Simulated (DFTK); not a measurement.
Runs of DFTK 0.8.2 on Sn. The structure is tetragonal, space group I4_1/amd (No. 141). Conventional cell: a = 5.880 Å, b = 5.880 Å, c = 3.199 Å, α = 90.00°, β = 90.00°, γ = 90.00°. Sn (site symmetry -4m2) is surrounded by 6 Sn at 3.05 to 3.20 Å. 

```tsv
level	potentials or basis	k mesh	cutoff (eV)	valence electrons	mesh quality	gap on the mesh (eV)	pressure (GPa)
r2SCAN	SG15 1.2 (PBE)	6 × 6 × 6	1225	Sn 14	coarse	none	-1.4
BJ06	cp2k.nc.sr.pbe.v0_1.largecore.gth (PBE, GTH)	7 × 7 × 7	952	Sn 4	not flagged	none	-
r2SCAN	SG15 1.2 (PBE)	5 × 5 × 5	1225	Sn 14	coarse	none	-0.9
LDA	SG15 1.2 (PBE)	6 × 6 × 6	1225	Sn 14	coarse	none	-4.0
AM05	SG15 1.2 (PBE)	6 × 6 × 6	1225	Sn 14	coarse	none	-1.6
PBEsol	SG15 1.2 (PBE)	6 × 6 × 6	1225	Sn 14	coarse	none	(a)
WC	SG15 1.2 (PBE)	6 × 6 × 6	1225	Sn 14	coarse	none	-1.6
BJ06	SG15 1.2 (PBE)	6 × 6 × 6	1225	Sn 14	coarse	none	-
```

Alike in all rows: task band structure; no spin polarisation; cell as given; smearing fermi-dirac 0.05 eV.

**Question.** Fill in the values left out.

**Answer.** (a) -1.8.

Caveats: some runs use coarse meshes; the potentials were made for another functional, which shifts forces and pressure; spin-orbit coupling is left out, which moves the levels of the heavy elements; the program leaves the constant c of mgga_x_tb09 at 1, so the potential is Becke-Johnson's (BJ06) and not Tran and Blaha's, with levels but no total energy (some runs); GTH potentials come without recommended cutoffs, and this one wasn't checked for convergence (some runs); the program warned that the kinetic-energy density falls under its von Weizsäcker bound, which can give unphysical results (some runs).

A k mesh can miss the band edges, and the runs leave out spin-orbit coupling on Sn.

A gap of «none» marks a metal or a gap under the smearing width.

Runs at the PBE level aren't shown here.
